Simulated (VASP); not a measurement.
## Results of a VASP single-point calculation on NaCl (strained rocksalt)

POSCAR

```
Na Cl
 1.0000000000000000
     0.1547412070000000    2.8296369706000002    2.8296369706000002
     2.8296369706000002    0.1547412070000000    2.8296369706000002
     2.8296369706000002    2.8296369706000002    0.1547412070000000
 Na  Cl
   1   1
Cartesian
  0.0000000000000000  0.0000000000000000  0.0000000000000000
  2.9070075740999997  2.9070075740999997  2.9070075740999997
```

The gap between bands v and c is 5.23 eV. The least direct gap is 5.23 eV.

Band v is the last that the valence electrons fill when counted band by band, and c is the next. Levels in eV from the top of v:

```csv
point,v−1,v,c,c+1
Γ,0.00,0.00,5.23,10.35
X,-0.96,-0.63,7.46,8.04
K,-1.46,-0.54,8.47,8.77
L,-0.23,-0.23,7.51,10.48
W,-1.43,-0.97,8.84,9.78
```

Problem. Which of these levels of theory gave these results?
A. HSE06
B. PBEsol
C. PBE0
D. r²SCAN
E. PBE
F. PBE with spin–orbit coupling
G. LDA

Solution. E.

The INCAR was:

```
LREAL = .FALSE.
NSW = 0
GGA = PE
LCHARG = .TRUE.
IBRION = -1
ENCUT = 520
ISMEAR = -1
PREC = Accurate
LWAVE = .FALSE.
ISIF = 2
SIGMA = 0.02
NELM = 120
EDIFF = 1E-7
LELF = .TRUE.
LASPH = .TRUE.
NBANDS = 14
```
